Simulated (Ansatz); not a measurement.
System: zinc-blende ZnTe. Method: PBEsol (Ansatz, a program for electronic structure, PAW).

Settings: plane-wave cutoff 520 eV, 10×10×10 k mesh, Fermi–Dirac smearing 0.01 eV, scalar-relativistic PAW data made under PBE.

Pressure at four volumes; x = ln(V/27.898 Å³). One pressure is withheld.

```csv
V (Å³/atom),x,P (GPa)
26.224,-0.0619,3.60
27.898,0.0000,0.00
29.014,0.0392,-1.80
29.571,0.0582,?
```

### Question
Pass a parabola P(x) through the three rows shown, estimate the bulk modulus and its pressure derivative near zero pressure, and predict the withheld pressure.

### Answer
Slopes between the rows: (0.00 − (3.60))/(0.0000 − (-0.0619)) = -58.16 and (-1.80 − (0.00))/(0.0392 − (0.0000)) = -45.92 GPa. Their difference over the span 0.1011 is c = 12.24/0.1011 = 121.1 GPa, so P(x) = 3.60 + (-58.16)(x − (-0.0619)) + 121.1 (x − (-0.0619))(x − (0.0000)). At the middle row B = −dP/dx = −[-58.16 + 121.1 × 0.0619] = 50.7 GPa, and B′ = dB/dP = 2c/B = 4.8. At x = 0.0582 the parabola gives -2.54 GPa; the run gives -2.56 GPa. The Birch–Murnaghan fit to the energies at all volumes has B0 = 50.4 GPa and B′ = 4.7.

Measured, for comparison: bulk modulus 51 ± 3 GPa (room temperature, not corrected to a static lattice; as tabulated in Determination of phase transition pressures of ZnTe under quasihydrostatic …). Computed less measured: bulk modulus -1.2 % (inside the measured uncertainty).

Spin–orbit coupling is not included.
